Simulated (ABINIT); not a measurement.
The system is Hf.

```xyz
1
Lattice="-1.8050 1.8050 1.8050 1.8050 -1.8050 1.8050 1.8050 1.8050 -1.8050" Properties=species:S:1:pos:R:3 pbc="T T T"
Hf    0.0000    0.0000    0.0000
```

This isn't the form of Hf at room conditions, which is hcp.

Base run:

- Program: ABINIT 10.8.3 (patched build)
- Functional: PBEsol
- Potentials or basis: PseudoDojo NC SR PBEsol v0.4.1 standard
- Cutoff: 680 eV
- k mesh: 8 × 8 × 8
- Occupations: fermi-dirac, width 0.05 eV
- Spin: no spin polarisation

Its results: pressure -9.5 GPa.

Problem. The run is repeated on the same cell with these changes: k mesh from 8 × 8 × 8 to 12 × 12 × 12, with 2 shifts; occupations from fermi-dirac, width 0.05 eV to fermi-dirac, width 0.2 eV. What comes out?

Solution. Pressure -8.2 GPa.

Caveats: the cutoff is short for stress, so the pressure is rough.
